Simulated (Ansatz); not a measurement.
Born–Oppenheimer molecular dynamics of a periodic cell of 12 atoms, ZrO2 (start crystal ZrO2, start structure Fm-3m, volume 1.05 times the crystal's). It starts from a structure without forces on its atoms.

Level of theory: DFT PBE-D3(BJ), scalar-relativistic, plane waves, PAW in Ansatz. Settings: PAW set soft_1, cutoff 420 eV, k mesh 2x2x2, fermi-dirac smearing 0.17 eV, no spin polarisation.

```yaml
ensemble: NVT, Langevin thermostat
time_step: 1 fs
steps_asked: 250
set_temperature: 2000 K
friction: 0.02 /fs
seed: 403805
```

First frame:

```xyz
12
Lattice="5.0058 0.0000 0.0000 0.0000 5.0058 0.0000 0.0000 0.0000 5.0058" Properties=species:S:1:pos:R:3
Zr 0.000 0.000 0.000
O 1.251 1.251 1.251
O 3.754 3.754 3.754
Zr 2.503 2.503 0.000
O 3.754 3.754 1.251
O 1.251 1.251 3.754
Zr 2.503 0.000 2.503
O 3.754 1.251 3.754
O 1.251 3.754 1.251
Zr 0.000 2.503 2.503
O 1.251 3.754 3.754
O 3.754 1.251 1.251
```

Question: What does the run give?

Answer: All steps were run.

```json
{
  "steps done": "250",
  "time covered": "250 fs",
  "mean temperature over the second half": "2084 K",
  "spread of the potential energy over the second half": "60.6 meV per atom",
  "mean potential energy of the second half above the start": "220.3 meV per atom"
}
```

A run of 0.25 ps of so small a system gives no equilibrium averages. Limits of this set-up: coarse k mesh.

Question: What happens to the structure?

Answer: Mean squared displacements from the first frame to the last, about the centre of mass: Zr 0.02 Å², O 0.14 Å². This is one draw of velocities; another would differ in detail.

Question: How do temperature and energy run in time?

Answer: 
```tsv
time (fs)	T (K)	potential energy less start (eV)
0.0	1833	0.000
20.0	1394	1.529
40.0	1504	2.367
60.0	1976	3.418
80.0	2558	2.135
100.0	2102	2.863
120.0	2217	2.977
140.0	2222	2.689
160.0	1776	2.985
180.0	1710	3.134
200.0	1457	4.240
220.0	2367	1.680
240.0	2113	2.056
```

The run took 11 min on 1 thread of Intel(R) Xeon(R) Platinum 8259CL CPU @ 2.50GHz (Skylake/Cascade Lake), on a shared host, peak memory 0.48 GiB.
